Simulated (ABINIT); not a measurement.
The system is ZrS2.

```
Zr S
1.0
     3.69138    0.00000    0.00000
    -1.84569    3.19683    0.00000
     0.00000    0.00000    6.04108
Zr S
1 2
Cartesian
  0.0000 0.0000 0.0000
  0.0000 2.1312 1.4372
  1.8457 1.0656 4.6038
```

The cell is a database's computed one.

Base run:

```yaml
Program: ABINIT 10.8.3 (patched build)
Functional: PBEsol
Potentials_or_basis: JTH PAW PBE v2.0
Cutoff: 544 eV
k_mesh: 8 × 8 × 5
Occupations: fermi-dirac, width 0.05 eV
Spin: no spin polarisation
Hubbard_terms: Zr d U = 2 eV
```

Its results: band gap on the k mesh 1.13 eV, indirect (least direct gap 1.79 eV); pressure -1.4 GPa; largest force 0.038 eV/Å.

Q: The run is repeated on the same cell with these changes: hubbard terms from Zr d U = 2 eV to Zr d U = 6 eV. What comes out?

A: Band gap on the k mesh 1.44 eV, indirect (least direct gap 2.13 eV); pressure 0.9 GPa; largest force 0.205 eV/Å.

Caveats: the PAW data sets were made with another functional, which shifts forces and pressure a little; an odd mesh through Γ misses points on the zone boundary, where band edges often lie; this functional lacks dispersion, which binds the layers, so the pressure and a relaxed spacing across them are unreliable.
